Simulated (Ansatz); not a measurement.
Input of an Ansatz 0.2.0 run:

Contents of input.yaml:

```yaml
crystal:
  lattice:
    - [4.3, 0.0, 0.0]
    - [-2.15, 3.7239092363, 0.0]
    - [0.0, 0.0, 7.02]
  atoms:
    - { symbol: Cd, position: [0.6666666667, 0.3333333333, 0.5] }
    - { symbol: Cd, position: [0.3333333333, 0.6666666667, 0.0] }
    - { symbol: Se, position: [0.6666666667, 0.3333333333, 0.885] }
    - { symbol: Se, position: [0.3333333333, 0.6666666667, 0.385] }
hamiltonian:
  xc: pbe
  pseudopotentials: { kind: paw }
kpoints:
  mp_grid: { grid: [7, 7, 4] }
scf:
  occupations: { method: fermi_dirac, width: 0.05 }
output:
  forces: true
  stress: true
  eigenvalues: true
```

Potentials or basis: Ansatz PAW.

The run is started by

```console
$ ansatz run input.yaml --threads 2 --pin off --max-ram 5120MiB --backend cpu --events-out ev --progress --plain --runs-dir out
```

Q: Estimate the largest force.

A: 0.282 eV/Å.

Q: What does it give for the pressure?

A: 3.0 GPa.

Q: Predict the band gap on the k mesh.

A: 0.70 eV, direct.

Forces on the atoms (eV/Å):
```
Cd   0.000  0.000  0.282
Cd   0.000  0.000  0.282
Se   0.000  0.000 -0.282
Se   0.000  0.000 -0.282
```

Caveat: odd divisions of the mesh miss points on the zone boundary, where band edges often lie, so the gap on the mesh can be too wide.

**Experimental background.**

A printed reference work, data compilation reports, for a bulk crystal of CdSe at 2 K: band gap 1.841 eV.

A measured gap of CdSe is 1.841 eV (2 K; a printed reference work, data compilation); the calculated 0.70 eV misses it by -1.14 eV. So large a miss can be the level of theory's own, or it may mean another phase, state or a wrong row. Spin-orbit coupling on Cd, Se is left out. The value is that of PBE, without temperature or zero-point motion. Semilocal functionals fall short of measured gaps as a rule.
